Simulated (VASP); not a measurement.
# La2O3 (P-62m) in VASP: further runs

The runs below take La2O3 through G0W0 quasiparticle levels, evGW0 quasiparticle levels, with LDA.

Program: VASP 6.6.1. These are calculated values, not measurements. Logs are shortened: lines on timing, memory, paths and dates and some standing lists are left out, and cuts for length are marked.

## Step 1: The crystal as given

Symmetry: P-62m, No. 189, hexagonal system. The conventional cell has a = 6.267 Å, b = 6.267 Å, c = 3.300 Å, α = 90.00°, β = 90.00°, γ = 120.00°. La (site symmetry -6) is surrounded by 6 O at 2.45 Å. O (site symmetry m2m) is surrounded by 4 La at 2.45 Å.

The cell comes from a database or a generator and needn't be the stable form of this composition.

## Step 2: G0W0 quasiparticle levels, LDA

File POSCAR:

```
La2O3
1.0
    6.2667802772      0.0000000000      0.0000000000
   -3.1333901386      5.4271909200      0.0000000000
    0.0000000000      0.0000000000      3.2997660000
La O
2 3
Direct
    0.6666666667      0.3333333333      0.5000000000
    0.3333333333      0.6666666667      0.5000000000
    0.5080139900      0.0000000000      0.0000000000
    0.0000000000      0.5080139900      0.0000000000
    0.4919860100      0.4919860100      0.0000000000
```

File INCAR.step1:

```
SYSTEM = La2O3
PREC = Accurate
ENCUT = 500
EDIFF = 1E-8
ISMEAR = 0
SIGMA = 0.01
LREAL = .FALSE.
LASPH = .TRUE.
NELM = 60
ALGO = Normal
LWAVE = .TRUE.
LCHARG = .FALSE.
GGA = CA
KPAR = 4
```

File INCAR.step2:

```
SYSTEM = La2O3
PREC = Accurate
ENCUT = 500
EDIFF = 1E-8
ISMEAR = 0
SIGMA = 0.01
LREAL = .FALSE.
LASPH = .TRUE.
NELM = 1
ALGO = Exact
LWAVE = .TRUE.
LCHARG = .FALSE.
GGA = CA
NBANDS = 355
LOPTICS = .TRUE.
ISTART = 1
KPAR = 4
```

File INCAR.step3:

```
SYSTEM = La2O3
PREC = Accurate
ENCUT = 500
EDIFF = 1E-8
ISMEAR = 0
SIGMA = 0.01
LREAL = .FALSE.
LASPH = .TRUE.
ALGO = EVGW0
LWAVE = .FALSE.
LCHARG = .FALSE.
GGA = CA
NELMGW = 1
NBANDS = 355
ENCUTGW = 120
NOMEGA = 50
PRECFOCK = Fast
ISTART = 1
NBANDSGW = 28
KPAR = 4
```

File KPOINTS:

```
regular mesh
0
G
  2 2 4
  0 0 0
```

Potentials or basis: VASP PAW LDA potentials, release 64 (La_GW, O_GW).

On the command line:

```bash
cat potpaw_LDA.64/La_GW/POTCAR potpaw_LDA.64/O_GW/POTCAR > POTCAR
cp INCAR.step1 INCAR
mpirun -np 4 vasp_std > vasp.out
cp INCAR.step2 INCAR
mpirun -np 4 vasp_std > vasp.out
cp INCAR.step3 INCAR
mpirun -np 4 vasp_std > vasp.out
```

OUTCAR:

```text
SYSTEM = La2O3
   PREC = Accurate
   ENCUT = 500
   EDIFF = 1E-8
   ISMEAR = 0
   LREAL = .FALSE.
   LASPH = .TRUE.
   GGA = CA
   NELMGW = 1
   ENCUTGW = 120
   PRECFOCK = Fast
   ISTART = 1

 ion  position               nearest neighbor table
   1  0.667  0.333  0.500-   3 2.45   3 2.45   4 2.45   4 2.45   5 2.45   5 2.45
   2  0.333  0.667  0.500-   4 2.45   4 2.45   3 2.45   3 2.45   5 2.45   5 2.45
   3  0.508  0.000  0.000-   1 2.45   1 2.45   2 2.45   2 2.45
   4  0.000  0.508  0.000-   2 2.45   2 2.45   1 2.45   1 2.45
   5  0.492  0.492  0.000-   1 2.45   1 2.45   2 2.45   2 2.45

  LATTYP: Found a hexagonal cell.
 ALAT       =     6.2667802772
 C/A-ratio  =     0.5265488583

  Lattice vectors:

 A1 = (   6.2667802772,   0.0000000000,   0.0000000000)
 A2 = (  -3.1333901386,   5.4271909200,   0.0000000000)
 A3 = (   0.0000000000,   0.0000000000,   3.2997660000)

Analysis of symmetry for initial positions (statically):
=====================================================================
 Subroutine PRICEL returns:
 Original cell was already a primitive cell.

 Routine SETGRP: Setting up the symmetry group for a
 hexagonal supercell.

 Subroutine GETGRP returns: Found 12 space group operations
 (whereof 12 operations were pure point group operations)
 out of a pool of 24 trial point group operations.

The static configuration has the point symmetry D_3h.

Analysis of symmetry for dynamics (positions and initial velocities):
=====================================================================
 Subroutine PRICEL returns:
 Original cell was already a primitive cell.

 Routine SETGRP: Setting up the symmetry group for a
 hexagonal supercell.

 Subroutine GETGRP returns: Found 12 space group operations
 (whereof 12 operations were pure point group operations)
 out of a pool of 24 trial point group operations.

The dynamic configuration has the point symmetry D_3h.

 Subroutine INISYM returns: Found 12 space group operations
 (whereof 12 operations are pure point group operations),
 and found     1 'primitive' translations

----------------------------------------------------------------------------------------

                                     Primitive cell

  volume of cell :     112.2284

  direct lattice vectors                    reciprocal lattice vectors
[... 43 lines left out ...]
 Subroutine IBZKPT returns following result:
 ===========================================

 Found      6 irreducible k-points:

 Following reciprocal coordinates:
            Coordinates               Weight
  0.000000  0.000000  0.000000      1.000000
  0.500000  0.000000  0.000000      3.000000
  0.000000  0.000000  0.250000      2.000000
  0.500000  0.000000  0.250000      6.000000
  0.000000  0.000000  0.500000      1.000000
  0.500000  0.000000  0.500000      3.000000
   k-points           NKPTS =      6   k-points in BZ     NKDIM =     16   number of bands    NBANDS=    355
   number of dos      NEDOS =    301   number of ions     NIONS =      5
   total plane-waves  NPLWV =  55296
   dimension x,y,z NGX =    48 NGY =   48 NGZ =   24
   dimension x,y,z NGXF=    96 NGYF=   96 NGZF=   48
   ions per type =               2   3
   NGX,Y,Z   is equivalent  to a cutoff of  12.73, 12.73, 12.09 a.u.
   NGXF,Y,Z  is equivalent  to a cutoff of  25.47, 25.47, 24.18 a.u.
 SYSTEM =  La2O3
   PREC   = accura    normal or accurate (medium, high low for compatibility)
   ISTART =      1    job   : 0-new  1-cont  2-samecut
   ICHARG =      0    charge: 1-file 2-atom 10-const
   ISPIN  =      1    spin polarized calculation?
   LNONCOLLINEAR =      F non collinear calculations
   LSORBIT =      F    spin-orbit coupling
   LASPH  =      T    aspherical Exc in radial PAW
   ENCUT  =  500.0 eV  36.75 Ry    6.06 a.u.  11.43 11.43  6.02*2*pi/ulx,y,z
   NELM   =     60;   NELMIN=  2; NELMDL=  0     # of ELM steps
   EDIFF  = 0.1E-07   stopping-criterion for ELM
   LREAL  =      F    real-space projection
   EDIFFG = 0.1E-06   stopping-criterion for IOM
   NSW    =      0    number of steps for IOM
   IBRION =     -1    ionic relax: 0-MD 1-quasi-New 2-CG
   NFREE  =      0    steps in history (QN), initial steepest desc. (CG)
   ISIF   =      0    stress and relaxation
   ISYM   =      3    0-nonsym 1-usesym 2-fastsym
   POTIM  = 0.5000    time-step for ionic-motion
   TEBEG  =    0.0;   TEEND  =   0.0 temperature during run
   PSTRESS=    0.0 pullay stress
   NELECT =      40.0000    total number of electrons
   NUPDOWN=      -1.0000    fix difference up-down
   EMIN   =  10.00;   EMAX   =-10.00  energy-range for DOS
   EFERMI =   0.00;   METHOD = LEGACY
   ISMEAR =     0;   SIGMA  =   0.01  broadening in eV -4-tet -1-fermi 0-gaus
   EFERMI_NEDOS =   21; number of points for ismear=-14 and -15
   IALGO  =     38    algorithm
   IMIX   =      4    mixing-type and parameters
     AMIX     =   0.40;   BMIX     =  1.00
     AMIX_MAG =   1.60;   BMIX_MAG =  1.00
  volume/ion in A,a.u.               =      22.45       151.47
  Fermi-wavevector in a.u.,A,eV,Ry     =   1.160719  2.193442 18.330716  1.347270
  Thomas-Fermi vector in A             =   2.297299
   LORBIT       =      0    0 simple, 1 ext, 2 COOP (PROOUT), +10 PAW based schemes
   GGA     = CA    functional components
   LHFCALC =     T    Hartree Fock is set to
   PRECFOCK=fast      Normal, Fast or Accurate (Low or Medium for compatibility)
   ENCUT4O =  -1.0   cutoff for four orbital integrals eV
   NKREDX  =     1    reduce k-point grid by
   NKREDY  =     1    reduce k-point grid by
   NKREDZ  =     1    reduce k-point grid by
   AEXX    =    1.0000 exact exchange contribution
   HFSCREEN=    0.0000 screening length (either q_TF or 0.3 A-1)
   HFSCREENC=   0.0000 screening length for correlation (either q_TF or 0.3 A-1)
   ENCUTFOCK=  -1.0 apply spherical cutoff to Coloumb kernel
   IVDW    =     0    specifies the selected vdW correction
   LEPSILON=     F    determine dielectric tensor
   LRPA    =     F    only Hartree local field effects (RPA)
   LRPAFORCE           =     F    calculate RPA forces
   ENCUTGW             = 120.0    cutoff for response function in eV
   ENCUTGWSOFT         =  96.0    soft cutoff for Coulomb kernel in GW response function in eV
   ENCUTLF             =  -1.0    cutoff for local field effects
   NELMGW              =     1    number of iterations in solving QP/BSE equation
   NELMHF              =     1    number of iterations in the inner HF iteration
   NKREDLFX            =     1    NKREDLFY  =   1   NKREDLFZ  =   1
 non-spin polarized calculation
 Gauss-broadening in eV      SIGMA  =   0.01
  energy-cutoff  :      500.00
  volume of cell :      112.23
 maximum number of plane-waves:      2928
 NGX is ok and might be reduce to    48
  NGX = 28; NGY = 28; NGZ = 14
   NGX = 23   NGY = 23   NGZ = 13
 maximum number of plane-waves:       348
 NGX is ok and might be reduce to    28

 QP shifts <psi_nk| G(iteration)W_0 |psi_nk>: iteration 1
 for sc-GW calculations column KS-energies equals QP-energies in previous step
 and V_xc(KS)=  KS-energies - (<T + V_ion + V_H > + <T+V_H+V_ion>^1  + <V_x>^1)

 k-point   1 :       0.0000    0.0000    0.0000
  band No.  KS-energies  QP-energies   sigma(KS)   V_xc(KS)     V^pw_x(r,r')   Z            occupation Imag(sigma)

      1     -26.8047     -27.4356     -17.2617     -16.2601     -26.3188       0.6300       2.0000       1.4767
      2     -26.5749     -27.2264     -17.4175     -16.3648     -26.2700       0.6188       2.0000       1.3302
      3     -13.7052     -14.8362     -18.9384     -17.1320     -27.3436       0.6261       2.0000       0.9005
      4     -13.7052     -14.8362     -18.9384     -17.1320     -27.3436       0.6261       2.0000       0.9005
      5     -11.9755     -13.5190     -21.5674     -19.2096     -30.5772       0.6546       2.0000       0.9287
      6     -10.3661     -11.4370     -16.6456     -15.1940     -20.9742       0.7378       2.0000       0.5364
[... 180 lines left out ...]
     27       7.9816      12.1867      -9.6213     -15.6420      -2.1330       0.6984       0.0000      -0.2789
     28       8.1111      12.5950      -9.9939     -16.5151      -2.1730       0.6876       0.0000      -0.2953
```

Run time: 4.4 min. Hardware: 4 MPI ranks of Intel Xeon Platinum 8488C (Sapphire Rapids), shared host; peak memory 1.6 GiB.

What came out:

```
Band gap on the k mesh, mean-field level : 1.37 eV, indirect (least direct gap 1.90 eV)
Quasiparticle gap                        : 2.64 eV
Least direct quasiparticle gap           : 3.13 eV
```

Caveat: the k mesh is coarse (spacing up to 0.58 Å⁻¹), so the values aren't converged; bands, screening cutoff and mesh are small and nothing is extrapolated, so the quasiparticle values aren't converged; spin-orbit coupling is left out, which moves the levels of the heavy elements. A k mesh can miss the band edges.

[end of part 1 of 2]
